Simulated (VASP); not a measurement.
Set up this calculation in VASP 6.6.1, as the native input.

| Property | Result |
| --- | --- |
| Task | single point |
| Functional | PBE |
| Potentials or basis | VASP PAW PBE potentials, release 64 (N) |
| Cutoff | 400 eV |
| k mesh | 1 × 1 × 1 |
| Occupations | gaussian, width 0.01 eV |
| Spin | collinear spin, ferromagnetic start |
| Starting moments | [3.1] μB |
| Fixed moment | 3 μB |
| Further INCAR settings | ALGO = Normal; EDIFF = 1e-06; ISYM = 0 |

The structure of N lies in POSCAR:

```
N                                       
1.0
   10.5000000000      0.0000000000      0.0000000000
    0.0000000000     11.0000000000      0.0000000000
    0.0000000000      0.0000000000     11.5000000000
  N             
     1
Selective dynamics
Direct
     0.5000000000000000    0.5045454544999970    0.5000000000000000   F   F   F
```

The input as run:

INCAR

```
SYSTEM = N
PREC = Accurate ; ENCUT = 400
EDIFF = 1E-6 ; ISMEAR = 0
SIGMA = 0.01 ; LREAL = .FALSE.
LASPH = .TRUE. ; NELM = 80
ALGO = Normal ; ISIF = 2
LWAVE = .FALSE. ; LCHARG = .FALSE.
ISPIN = 2 ; MAGMOM = 3.1
LORBIT = 11 ; NUPDOWN = 3
GGA = PE ; ISYM = 0
```

KPOINTS

```
regular mesh
0
G
  1 1 1
  0 0 0
```

Potentials or basis: VASP PAW PBE potentials, release 64 (N).

Run with:

```console
$ cat potpaw_PBE.64/N/POTCAR > POTCAR
$ mpirun -np 4 vasp_gam > vasp.out
```

Results of the run:

```
Net moment                                            : 3.00 μB per cell
Site moments                                          : N +1.90 μB
Valence electrons inside the program's atomic spheres : N 3.24
```

Caveat: the total moment is fixed, so each spin has its own Fermi level.

Wall time 20 s on 4 MPI ranks on Intel(R) Xeon(R) 6975P-C (Granite Rapids), with other jobs on the host, peak memory 0.36 GiB a rank.
